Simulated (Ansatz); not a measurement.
This is a single-point calculation with the PAW code Ansatz on ZrO2 (started from an entry of an open crystallographic database); the level of theory is r2SCANh. The geometry is the r2SCAN minimum.

input.yaml:
```yaml
crystal:
  lattice:
    - [3.6010266379, 0.0, 0.0]
    - [0.0, 3.6010266379, 0.0]
    - [0.0, 0.0, 5.227183601]
  atoms:
    - { symbol: Zr, position: [0.0, 0.0, 0.0] }
    - { symbol: Zr, position: [0.5, 0.5, 0.5] }
    - { symbol: O, position: [0.0, 0.5, 0.1969684769] }
    - { symbol: O, position: [0.0, 0.5, 0.6969684769] }
    - { symbol: O, position: [0.5, 0.0, 0.3030315231] }
    - { symbol: O, position: [0.5, 0.0, 0.8030315231] }
kpoints:
  mp_grid: { grid: [4, 4, 4] }
  band_path:
    path:
      - [0.0, 0.0, 0.0]
      - [0.0, 0.5, 0.0]
      - [0.5, 0.5, 0.0]
      - [0.0, 0.0, 0.5]
      - [0.0, 0.5, 0.5]
      - [0.5, 0.5, 0.5]
      - [0.223958, 0.223958, 0.0]
    npoints: 1
hamiltonian:
  xc: r2scanh
scf:
  occupations: { method: fixed }
  n_extra_bands: 5
output:
  forces: true
  stress: true
  eigenvalues: true
  write_density: true
  write_potential: true
  elf: true
  volumetric_format: npy
```

Run as `ansatz run input.yaml --threads 4 --pin off --max-ram 7372MiB --backend cpu --events-out ev --progress --plain --runs-dir out`. Wall time 54 s on 4 threads of Arm Neoverse V1, on a shared host, load about 0.4 per core; peak host memory 1.6 GiB.

Abridged output:
```
scf.n_extra_bands = 5 over 24 filled bands (N_el = 48.0): the run solves 29 bands
Functional definition: r2SCANh
  parameter a = 0.1
  parameter k0 = 0.174
  parameter k1 = 0.065
  parameter a1 = 4.9479
  exchange = (1 - a)*r2scan_x(k0 = k0, k1 = k1, a1 = a1) + a*exact_x
  correlation = r2scan_c
Crystal: 6 atoms, lattice volume = 67.783 Å³
Basis set: ecut = 500 eV, 1739 PW (Γ)
Symmetry: 16 space group operations
Space group: P42/nmc (ITA 137)
k-points: 18 of 64
[warm-up without exact exchange]
SCF 1 stopped early in 4 iterations: F = -10676.297112 eV  dr2 = 3.15e-5
[exact exchange on]
SCF 2 stopped early in 6 iterations: F = -10675.201793 eV  dr2 = 6.15e-7
hybrid outer 1: dexx = +2.111e-3 eV, tail = 2.16e-6 eV
SCF 3 converged in 4 iterations: F = -10675.201796 eV  dr2 = 1.19e-10
hybrid outer 2: dexx = +1.968e-8 eV, tail = 4.43e-10 eV, Δε = 7.00e-4 eV, ΔF = 3.75e-4 eV/Å
NSCF: frozen V_eff on 7 k-points
Free energy (F): -10675.201796 eV
Fermi energy:    10.217915 eV
--- Forces (eV/Å), atoms counted from 1 ---
  atom   1  Zr      0.00000      0.00000      0.00000
  atom   2  Zr      0.00000      0.00000      0.00000
  atom   3  O       0.00000      0.00000    -0.02376
  atom   4  O       0.00000      0.00000    -0.02376
  atom   5  O       0.00000      0.00000      0.02376
  atom   6  O       0.00000      0.00000      0.02376
--- Stress (GPa, compression-positive) ---
       -1.778913       0.000000       0.000000
        0.000000      -1.778913       0.000000
        0.000000       0.000000      -1.748307
  P = ⅓ Tr σ = -1.7687 GPa (-17.687 kbar)
--- Band table (eV; the first three rows and the last of 18) ---
  k-point 0: bands = […, 8.8680, 8.8680, 9.5090, 10.0612, 10.1247, 10.1247, 15.7213, 16.2196, 16.9690, 17.0188, …]
  k-point 1: bands = […, 8.6583, 9.1901, 9.3281, 9.3281, 10.1670, 10.1670, 15.8795, 16.4661, 16.7561, 17.0367, …]
  k-point 2: bands = […, 7.4644, 7.4644, 9.6386, 9.6386, 10.2097, 10.2097, 16.2911, 16.2911, 16.9154, 16.9154, …]
  k-point 17: bands = […, 8.3666, 8.3666, 8.7168, 8.7168, 10.1575, 10.1575, 16.8550, 16.8550, 17.3859, 17.3859, …]
```

The rows of the band table are 0: (0, 0, 0) = Γ, 1: (0, 0, 1/4), 2: (0, 0, -1/2) = Z, 17: (-1/2, -1/2, -1/2) = A.

Levels at the listed points, from bands.tsv (eV from the Fermi energy, bands near the gap, counted from 0):
```tsv
# k_distance	band_19	band_20	band_21	band_22	band_23	band_24	band_25	band_26	band_27
# fermi_ev = 10.217915
# [0, 0, 0] at k_distance = 0.000000
# [0, 0.5, 0] at k_distance = 0.872416
# [0.5, 0.5, 0] at k_distance = 1.744832
# [0, 0, 0.5] at k_distance = 3.117214
# [0, 0.5, 0.5] at k_distance = 3.989630
# [0.5, 0.5, 0.5] at k_distance = 4.862045
# [0.223958, 0.223958, 0] at k_distance = 5.770440
# levels_relative_to = fermi_ev
0.000	-1.350	-0.709	-0.157	-0.093	-0.093	5.503	6.002	6.751	6.801
0.872	-2.101	-1.475	-1.475	-0.118	-0.118	5.878	5.878	6.874	6.874
1.745	-1.108	-0.817	-0.817	-0.418	-0.418	6.615	6.615	6.930	6.930
3.117	-2.753	-0.579	-0.579	-0.008	-0.008	6.073	6.073	6.698	6.698
3.990	-1.885	-1.349	-1.349	-0.879	-0.879	5.992	5.992	6.335	6.335
4.862	-1.851	-1.501	-1.501	-0.060	-0.060	6.637	6.637	7.168	7.168
5.770	-1.856	-0.966	-0.359	-0.161	0.006	6.328	6.484	6.595	6.698
```
In order the rows are Γ, X, M, Z, R, A, M–Γ (0.55).

Planar averages along the third cell vector, from rho_z.tsv and v_z.tsv (valence density with its augmentation; electrostatic potential energy of an electron, of which only differences have a meaning):
```
z (Å)  ρ (e/Å³)  v_es (eV)
 0.00     0.672       1.08
 0.26     0.664       2.51
 0.39     0.642       3.76
 0.65     0.632       5.98
 0.91     0.743       7.40
 1.05     0.805       7.22
 1.31     0.871       6.90
 1.57     0.805       7.22
 1.83     0.678       6.95
 1.96     0.632       5.98
 2.22     0.642       3.76
 2.48     0.671       1.44
 2.61     0.672       1.08
 2.87     0.664       2.51
 3.14     0.622       4.87
 3.27     0.632       5.98
 3.53     0.743       7.40
 3.79     0.853       6.97
 4.05     0.853       6.97
 4.18     0.805       7.22
 4.44     0.678       6.95
 4.70     0.622       4.87
 4.84     0.642       3.76
 5.10     0.671       1.44
```

The r2SCANh gap is indirect, 5.50 eV (M–Γ (0.55 of the way from M) to Γ), below the direct gap of 5.60 eV at Γ. Edges are sought over the mesh and the listed points. With the atoms held, the mean pressure is -1.8 GPa (compression positive). The stress of a hybrid is loosely converged here. The largest force is 0.02 eV/Å.

Calculated for a static, non-magnetic cell.

The meshes of the hybrids are coarse, so their gaps aren't converged to the digits shown.
